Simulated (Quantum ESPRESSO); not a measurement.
The system is PbS (Galena).

```
Pb S
1.0
     0.00000    2.96575    2.96575
     2.96575    0.00000    2.96575
     2.96575    2.96575    0.00000
Pb S
1 1
Direct
  0.00000 0.00000 0.00000
  0.50000 0.50000 0.50000
```

```yaml
Program: Quantum ESPRESSO 7.5
Task: Wannier functions
Functional: PBEsol
Potentials_or_basis: PseudoDojo 0.4 FR PBEsol standard
Cutoff: 762 eV
Density_cutoff: 3048 eV
k_mesh: 8 × 8 × 8
Occupations: fermi-dirac, width 0.05 eV
Spin: spin-orbit coupling, no magnetisation
Mixing_beta: 0.5
Most_SCF_iterations: 120
SCF_threshold: 4e-10 Ry
k_mesh_for_the_Wannier_functions: 5 × 5 × 5
```

Start: SCDM on the occupied bands. The reference level is the Fermi level, or the middle of the gap.

**Question.** With SCDM on the occupied bands, how many functions result, how localised are they, and how well do they interpolate the bands?

**Answer.** 20 functions with spreads from 0.57 to 2.76 Å², 29.8 Å² in all; they miss the direct bands by 40 meV (root mean square).

Wannier functions:
| function | nearest atom | distance (Å) | spread (Å²) | on-site energy from the reference level (eV) |
| --- | --- | --- | --- | --- |
| 1 | 1 Pb | 0.00 | 0.57 | -17.53 |
| 2 | 1 Pb | 0.00 | 0.57 | -17.45 |
| 3 | 1 Pb | 0.00 | 0.66 | -16.28 |
| 4 | 1 Pb | 0.00 | 0.60 | -16.83 |
| 5 | 1 Pb | 0.00 | 0.65 | -15.99 |
| 6 | 1 Pb | 0.00 | 0.67 | -16.25 |
| 7 | 2 S | 0.51 | 2.37 | -5.19 |
| 8 | 2 S | 0.56 | 2.18 | -5.96 |
| 9 | 1 Pb | 0.00 | 2.76 | -6.42 |
| 10 | 2 S | 0.50 | 2.41 | -5.12 |
| 11 | 1 Pb | 0.00 | 0.64 | -15.35 |
| 12 | 2 S | 0.51 | 2.37 | -5.17 |
| 13 | 1 Pb | 0.00 | 0.60 | -15.56 |
| 14 | 1 Pb | 0.00 | 1.49 | -11.87 |
| 15 | 1 Pb | 0.00 | 0.69 | -15.38 |
| 16 | 1 Pb | 0.00 | 1.45 | -12.03 |
| 17 | 2 S | 0.53 | 2.31 | -5.45 |
| 18 | 2 S | 0.51 | 2.38 | -5.16 |
| 19 | 2 S | 0.54 | 2.26 | -5.65 |
| 20 | 2 S | 0.55 | 2.21 | -5.83 |

Parts of the spread (Å²): invariant 25.17, diagonal 0.011, off-diagonal 4.66, total 29.85. Against the direct bands the interpolation misses by 40 meV (root mean square) and 244 meV at most, for states up to 1 eV over the reference level.

Caveat: the Wannier minimisation didn't converge.
